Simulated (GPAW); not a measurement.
The system is MgS (Niningerite).

```
S Mg
1.0
     0.00000    2.60165    2.60165
     2.60165    0.00000    2.60165
     2.60165    2.60165    0.00000
S Mg
1 1
Direct
  0.50000 0.50000 0.50000
  0.00000 0.00000 0.00000
```

Base run:

```yaml
Program: GPAW 26.7.0
Functional: LDA
Potentials_or_basis: the program's PAW data sets (release 1.2.1) made for this functional
Cutoff: 600 eV
Basis: pw
k_mesh: 7 × 7 × 7
Occupations: fermi-dirac, width 0.05 eV
Spin: no spin polarisation
```

Its results: band gap on the k mesh 2.78 eV, indirect (least direct gap 3.48 eV); pressure -3.3 GPa.

Problem. The run is repeated on the same cell with these changes: functional from LDA to PBE; potentials or basis from the program's PAW data sets (release 1.2.1) made for this functional to GPAW PAW data sets (gpaw-data 1.2.1); cutoff from 600 eV to 650 eV. What comes out?

Solution. Band gap on the k mesh 3.01 eV, indirect (least direct gap 3.72 eV); pressure 1.0 GPa.

Caveats: the cutoff is short for stress and forces, so pressures can be off by a GPa or more; an odd mesh through Γ misses points on the zone boundary, where band edges often lie.
